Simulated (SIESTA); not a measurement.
The system is FeO (Wuestite).

```
Fe O
1.0
     1.51882    0.87689    2.51958
    -1.51882    0.87689    2.51958
     0.00000   -1.75378    2.51958
Fe O
1 1
Direct
  0.00000 0.00000 0.00000
  0.50000 0.50000 0.50000
```

Base run:

- Program: SIESTA 5.4.2
- Functional: PBE
- Potentials or basis: PseudoDojo 0.4 standard (PBE files)
- Basis: DZP (energy shift 0.003 Ry; two zetas on semicore shells)
- Grid cutoff: 800 Ry
- Energy shift: 0.003 Ry
- k mesh: 8 × 8 × 8
- Occupations: fermi-dirac, width 0.05 eV
- Spin: collinear spin, ferromagnetic start
- Starting moments: [3.0, 0.0] μB
- Hubbard terms: Fe d U = 4 eV

Its results: band gap on the k mesh none (metal or under the smearing width); pressure 3.1 GPa; net moment 4.00 μB per cell; site moments Fe +3.79; O +0.22 μB.

**Question.** The run is repeated on the same cell with these changes: hubbard terms from Fe d U = 4 eV to none. What comes out?

**Answer.** Band gap on the k mesh none (metal or under the smearing width); pressure -0.4 GPa; net moment 4.00 μB per cell; site moments Fe +3.69; O +0.31 μB.

Caveats: short orbitals over semicore shells can move pressures by several GPa; the basis of atomic orbitals isn't converged, which shifts pressures, moduli and gaps; a cell with one magnetic atom can't hold antiferromagnetic order, which such compounds often take; semilocal functionals often make such compounds metallic where correlation or magnetic order opens a gap, which also shifts bond lengths (some runs).
